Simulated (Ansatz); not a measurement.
# ZrO2 (P4_2/nmc), zone-centre modes

The calculation used Ansatz 0.2.0, DFT PBEsol, scalar-relativistic, plane waves, PAW. Cutoff 420 eV, Γ-centred 6×6×6 k-points, Gaussian smearing of 0.05 eV. No spin polarisation.

The undisturbed cell (relaxed at this level; this form isn't the usual structure):

```xyz
6
Lattice="3.5845 0.0000 0.0000 0.0000 3.5845 0.0000 0.0000 0.0000 5.1771" Properties=species:S:1:pos:R:3 pbc="T T T"
Zr    0.0000    0.0000    0.0000
Zr    1.7922    1.7922    2.5886
O     0.0000    1.7922    1.0431
O     0.0000    1.7922    3.6317
O     1.7922    0.0000    1.5455
O     1.7922    0.0000    4.1340
```

Harmonic modes by finite displacements of 0.02 Å, without the LO–TO term.

(1) At this geometry, is the structure stable against these modes?

(2) List the wavenumbers in cm⁻¹.

Answers

(1) Yes: no mode is imaginary beyond 10 cm⁻¹, and only the three translations lie near zero.

(2) 0, 0, 0, 115, 115, 133, 133, 281, 305, 328, 434, 434, 438, 438, 586, 635, 635, 640.

Cost: 1 run of about 0.69 core-minutes, on Intel Xeon Platinum 8488C (Sapphire Rapids) (shared hosts).